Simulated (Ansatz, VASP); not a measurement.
# Two plane-wave programs on TiB2

The input INCAR:

```
ALGO = Normal ; EDIFF = 1E-7
ENCUT = 520 ; GGA = PE
ISIF = 2 ; ISMEAR = 0
LASPH = T ; LCHARG = T
LELF = T ; LREAL = F
LVHAR = T ; LWAVE = F
NBANDS = 16 ; NELM = 100
PREC = Accurate ; SIGMA = 0.15
```

The input KPOINTS:

```
k-points
0
Gamma
  18 18 16
```

Contents of POSCAR:

```
TiB2
1.0
    3.0318048529      0.0000000000      0.0000000000
   -1.5159024265      2.6256200220      0.0000000000
    0.0000000000      0.0000000000      3.2242295241
Ti B
1 2
Direct
    0.0000000000      0.0000000000      0.0000000000
    0.3333333333      0.6666666667      0.5000000000
    0.6666666667      0.3333333333      0.5000000000
```

Input for Ansatz:

```yaml
crystal:
  lattice:
    - [3.0318048529, 0.0, 0.0]
    - [-1.5159024265, 2.625620022, 0.0]
    - [0.0, 0.0, 3.2242295241]
  atoms:
    - { symbol: Ti, position: [0.0, 0.0, 0.0] }
    - { symbol: B, position: [0.3333333333, 0.6666666667, 0.5] }
    - { symbol: B, position: [0.6666666667, 0.3333333333, 0.5] }
basis:
  ecutwfc: 420
kpoints:
  mp_grid: { grid: [18, 18, 16] }
hamiltonian:
  xc: pbe
scf:
  occupations: { method: gaussian, width: 0.15 }
output:
  forces: true
  stress: true
  eigenvalues: true
  write_density: true
  write_potential: true
  elf: true
  volumetric_format: npy
```

Alike in both runs: task single point; functional PBE; k mesh 18 × 18 × 16; occupations gaussian, width 0.15 eV; no spin polarisation.

|  | VASP | Ansatz |
| --- | --- | --- |
| version | VASP 6.6.1 | Ansatz 0.2.0 |
| potentials or method | VASP PAW PBE potentials, release 64 (Ti_sv, B) | scalar-relativistic, plane waves, PAW |
| plane-wave cutoff (eV) | 520 | 420 |
| valence electrons in the cell | 18 | 18 |

VASP gave:

| Property | Result |
| --- | --- |
| gap on the k mesh at the Fermi level (eV) | none |
| pressure (GPa) | 0.2 |

Problem. Which values does Ansatz return?

Solution. gap on the k mesh at the Fermi level (eV): none; pressure (GPa): 0.0.

A gap of «none» marks a metal or a gap that the smearing closes. With one functional, cell and mesh, what is left measures potentials, basis and numerics.
